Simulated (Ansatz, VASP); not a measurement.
Na: VASP beside Ansatz

```
Na
1.0
     3.65399    0.00000    0.00000
    -1.82700    3.16445    0.00000
     0.00000    0.00000    6.15400
Na
2
Cartesian
  0.0000 2.1096 1.5385
  1.8270 1.0548 4.6155
```

Change from the starting cell: equal xx and yy strain of -3 %.

Alike in both runs: task single point; functional PBE; k mesh 13 × 13 × 7; occupations fermi-dirac, width 0.05 eV; no spin polarisation.

|  | VASP | Ansatz |
| --- | --- | --- |
| version | VASP 6.6.1 | Ansatz 0.2.0 |
| potentials or method | VASP PAW PBE potentials, release 64 (Na_pv), cutoff 520 eV | all-electron LAPW, scalar-relativistic |

```tsv
	VASP	Ansatz	Ansatz less VASP
pressure (GPa)	0.3	0.4	+0.01
largest component of the traceless stress (GPa)	0.16	0.17	+0.002
```

Ansatz ran all-electron here, so the differences hold the error of VASP's frozen core and of both bases.
